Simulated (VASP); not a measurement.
KI:

```
CELL_PARAMETERS angstrom
0.00000 3.53277 3.53277
3.53277 0.00000 3.53277
3.53277 3.53277 0.00000
ATOMIC_POSITIONS crystal
K 0.00000 0.00000 0.00000
I 0.50000 0.50000 0.50000
```

```yaml
Program: VASP 6.6.1
Task: relaxation of cell and atoms
Functional: LDA
Potentials_or_basis: VASP PAW LDA potentials, release 64 (K_sv, I)
Cutoff: 600 eV
k_mesh: 8 × 8 × 8
Occupations: gaussian, width 0.03 eV
Spin: no spin polarisation
```

At the start: pressure -1.3 GPa; volume 44.09 Å³/atom.

Q: How do energy, volume and symmetry change on relaxing?

A: Over 4 steps the energy falls by 18.9 meV/atom and the volume is 39.78 Å³/atom (-9.8 %); space group Fm-3m (No. 225, to 0.05 Å).

Step by step:
| step | energy change (eV) | largest force (eV/Å) | pressure (GPa) | volume (Å³) |
| --- | --- | --- | --- | --- |
| 1 | 0.0000 | 0.0000 | -1.27 | 88.18 |
| 2 | -0.0278 | 0.0000 | -0.73 | 83.79 |
| 3 | -0.0377 | 0.0000 | -0.06 | 79.90 |
| 4 | -0.0378 | 0.0000 | 0.01 | 79.55 |

Final structure:
```yaml
crystal:
  lattice:
    - [0.00000, 3.41353, 3.41353]
    - [3.41353, 0.00000, 3.41353]
    - [3.41353, 3.41353, 0.00000]
  atoms:
    - { symbol: K, position: [0.00000, 0.00000, 0.00000] }
    - { symbol: I, position: [0.50000, 0.50000, 0.50000] }
```
